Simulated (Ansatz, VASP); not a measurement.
## One calculation of S, two programs

```xyz
1
Lattice="1.8415 1.0632 1.4235 -1.8415 1.0632 1.4235 0.0000 -2.1264 1.4235" Properties=species:S:1:pos:R:3 pbc="T T T"
S     0.0000    0.0000    0.0000
```

This isn't the form of S at room conditions, which is orthorhombic, of S8 rings.

Alike in both runs: functional PBE; dispersion D3(BJ); k mesh 8 × 8 × 8; occupations methfessel-paxton of order 1, width 0.02 eV; no spin polarisation.

Ansatz relaxed the structure, and its values are those at the end. VASP's run is a single point on that final structure, the one shown.

|  | VASP | Ansatz |
| --- | --- | --- |
| version | VASP 6.6.1 | Ansatz 0.2.0 |
| potentials or method | VASP PAW PBE potentials, release 64 (S) | plane waves, PAW |
| plane-wave cutoff (eV) | 520 | 420 |
| valence electrons in the cell | 6 | 6 |

|  | VASP | Ansatz | Ansatz less VASP |
| --- | --- | --- | --- |
| pressure (GPa) | -0.2 | 0.0 | +0.16 |
| dispersion energy (meV/atom) | -366.8 | -366.9 | -0.07 |

The functional is the same, so the differences come from potentials, cutoffs and numerics.

Caveats: pairwise dispersion overbinds metals, which lowers pressure and volume.
